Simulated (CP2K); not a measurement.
The system is Ga.

```
Ga
1.0
     3.02901    0.00000    0.00000
     0.49806    2.98778    0.00000
    -1.76353   -1.49389    1.95784
Ga
1
Direct
  0.00000 0.00000 0.00000
```

This isn't the form of Ga at room conditions, which is orthorhombic.

Base run:

* Program: CP2K 2026.2
* Functional: rev-vdW-DF2
* Potentials or basis: POTENTIAL_UZH Ga GTH-PBE-q13; TZVP-MOLOPT-PBE-GTH basis
* Density cutoff: 9184 eV
* k mesh: 13 × 13 × 13
* Occupations: fermi-dirac, width 0.05 eV
* Spin: no spin polarisation

Its results: band gap on the k mesh none (metal or under the smearing width); pressure 4.0 GPa.

Problem. After a change of settings the same cell gave: band gap on the k mesh none (metal or under the smearing width); pressure 1.1 GPa. Which change was it?
A. functional from rev-vdW-DF2 to PBE
B. functional from rev-vdW-DF2 to revPBE
C. functional from rev-vdW-DF2 to WC
D. functional from rev-vdW-DF2 to LDA

Solution. C.

Caveats: the potentials were made for another functional, which shifts forces and pressure; the basis of atomic orbitals isn't converged, which shifts pressures, moduli and gaps.
